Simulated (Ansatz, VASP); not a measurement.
One calculation of Si16Ge (a cell with a defect), two programs

```
CELL_PARAMETERS angstrom
0.00000 5.43000 5.43000
5.43000 0.00000 5.43000
5.43000 5.43000 0.00000
ATOMIC_POSITIONS crystal
Si 0.99817 0.99719 0.01910
Si 0.11383 0.11273 0.16017
Si 0.02502 0.02392 0.52395
Si 0.15212 0.15091 0.65094
Si 0.96556 0.51116 0.01120
Si 0.10639 0.62689 0.12691
Si 0.99817 0.51907 0.49722
Si 0.11384 0.66013 0.61274
Si 0.51203 0.96441 0.01131
Si 0.62789 0.10510 0.12695
Si 0.52032 0.99717 0.49719
Si 0.66117 0.11284 0.61284
Si 0.47465 0.47338 0.97341
Si 0.60164 0.60042 0.10045
Si 0.51204 0.51128 0.46444
Si 0.62789 0.62693 0.60514
Ge 0.31258 0.31159 0.81161
```

Alike in both runs: functional PBEsol; k mesh 2 × 2 × 2; occupations gaussian, width 0.02 eV; no spin polarisation.

Ansatz relaxed the structure, and its values are those at the end. VASP's run is a single point on that final structure, the one shown.

|  | VASP | Ansatz |
| --- | --- | --- |
| version | VASP 6.6.1 | Ansatz 0.2.0 |
| potentials or method | VASP PAW PBE potentials, release 64 (Si, Ge_d) | scalar-relativistic, plane waves, PAW |
| plane-wave cutoff (eV) | 520 | 420 |
| valence electrons in the cell | 78 | 78 |

```tsv
	VASP	Ansatz	Ansatz less VASP
rms of the force components (eV/Å)	0.008	0.008	+0.0004
```

With one functional, cell and mesh, what is left measures potentials, basis and numerics. Ansatz warned: «pseudo_functional_mismatch».

Caveats: the k mesh is coarse (spacing up to 0.50 Å⁻¹), so the values aren't converged; the PAW data sets were made with another functional, which shifts forces and pressure a little (VASP).
